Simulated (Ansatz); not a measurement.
**Relaxing an invented WC structure**

Theory: DFT PBE, scalar-relativistic, plane waves, PAW in Ansatz. Cutoff 420 eV, Gaussian smearing, Γ-centred meshes. Cell and atoms relax first on a coarse mesh and then on a finer one. In between, the cell is made exact in the group found at 0.06 Å. In metals the finer mesh still leaves noise of several meV/atom or more. The steps can't lower the symmetry of their start. No spin polarisation.

Recipe of this trial structure of WC: 6-connected net, two elements alternating (P6_3/mmc, No. 194). Its size is a rough estimate.

```cif
data_structure
_symmetry_space_group_name_H-M 'P 1'
_symmetry_Int_Tables_number 1
_cell_length_a 3.3439
_cell_length_b 3.3439
_cell_length_c 12.8148
_cell_angle_alpha 90.000
_cell_angle_beta 90.000
_cell_angle_gamma 120.000
_cell_volume 124.09
loop_
_atom_site_label
_atom_site_type_symbol
_atom_site_fract_x
_atom_site_fract_y
_atom_site_fract_z
_atom_site_occupancy
W1 W 0.66667 0.33333 0.87715 1
W2 W 0.33333 0.66667 0.12285 1
W3 W 0.33333 0.66667 0.37715 1
W4 W 0.66667 0.33333 0.62285 1
C1 C 0.00000 0.00000 0.00000 1
C2 C 0.00000 0.00000 0.50000 1
C3 C 0.66667 0.33333 0.25000 1
C4 C 0.33333 0.66667 0.75000 1
```

Formation energies are uncorrected and refer to the elements' standard structures at the same level.

Question: What does it relax into?

Answer: The symmetry stays P6_3/mmc (No. 194). The volume per atom shrinks by 31.8 %, from 15.5 to 10.6 Å³. The shortest distance goes from 2.49 Å (W–C) to 2.18 Å (W–C). The energy falls by about 1.3 eV/atom (the start's value is from the coarse mesh). Conventional cell: a = 2.975 Å, c = 11.032 Å. Around W lie 6 C at 2.18–2.22 Å and 7 W at 2.82–2.98 Å; around C on a site of symmetry -3m lie 6 W at 2.18 Å; around C on a site of symmetry -6m2 lie 6 W at 2.22 Å.

```yaml
crystal:
  lattice:
    - [2.97542, 0.00000, 0.00000]
    - [-1.48771, 2.57679, 0.00000]
    - [0.00000, 0.00000, 11.03158]
  atoms:
    - { symbol: W, position: [0.66667, 0.33333, 0.87785] }
    - { symbol: W, position: [0.33333, 0.66667, 0.12215] }
    - { symbol: W, position: [0.33333, 0.66667, 0.37785] }
    - { symbol: W, position: [0.66667, 0.33333, 0.62215] }
    - { symbol: C, position: [0.00000, 0.00000, 0.00000] }
    - { symbol: C, position: [0.00000, 0.00000, 0.50000] }
    - { symbol: C, position: [0.66667, 0.33333, 0.25000] }
    - { symbol: C, position: [0.33333, 0.66667, 0.75000] }
```

Question: How does it come out in energy, and is it a metal?

Answer: The energy over the elements is +0.18 eV/atom and the gap on the 12×12×4 mesh of the 8-atom cell is 0 eV (a metal).

It can't be a ground state, since the elements alone are lower.

The last run used Gaussian smearing of 0.10 eV. Spin–orbit coupling, which can matter for W, is left out. The reference form of C is held partly by dispersion forces, which this level lacks. Symmetry constrained the relaxation, so the result can be a saddle point.
